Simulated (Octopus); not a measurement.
NaF (Villiaumite) under changes of volume

One of the cells (12.487 Å³/atom); the others are scaled copies at fixed shape and fractional positions:

```xyz
2
Lattice="0.0000 2.3200 2.3200 2.3200 0.0000 2.3200 2.3200 2.3200 0.0000" Properties=species:S:1:pos:R:3 pbc="T T T"
Na    0.0000    0.0000    0.0000
F     2.3200    2.3200    2.3200
```

* Program: Octopus 16.4
* Functional: PBEsol
* Potentials or basis: pseudodojo_pbesol (PseudoDojo 0.4, PBEsol)
* Grid spacing: 0.126 Å
* k mesh: 10 × 10 × 10
* Occupations: fermi-dirac, width 0.05 eV
* Spin: no spin polarisation

```csv
volume (Å³/atom),energy over the lowest point (meV/atom),gap on the mesh (eV)
11.738,?,?
11.988,3.15,6.40
12.237,1.11,6.29
12.487,0.00,6.18
12.737,0.64,6.08
12.987,2.28,5.98
13.236,4.26,5.89
```

Task: What does the run at 11.738 Å³/atom give?

Result: Energy over the lowest point 6.81 meV/atom; gap on the mesh 6.52 eV.

Worked out: A Birch-Murnaghan fit of order 3 (a polynomial in V^(-2/3)) to the other rows has its minimum at 12.50 Å³/atom with B0 = V·E''(V) = 39 GPa (rough, since the energies scatter). It gives 7.44 meV/atom at 11.738 Å³/atom, against the run's 6.81. A straight line through the other rows of the gap, of slope -5.16 eV per unit of ln V (its deformation potential), extrapolates to 6.50 eV, against the run's 6.52.

Energies are extrapolated to zero smearing.

A mesh can miss the band edges.
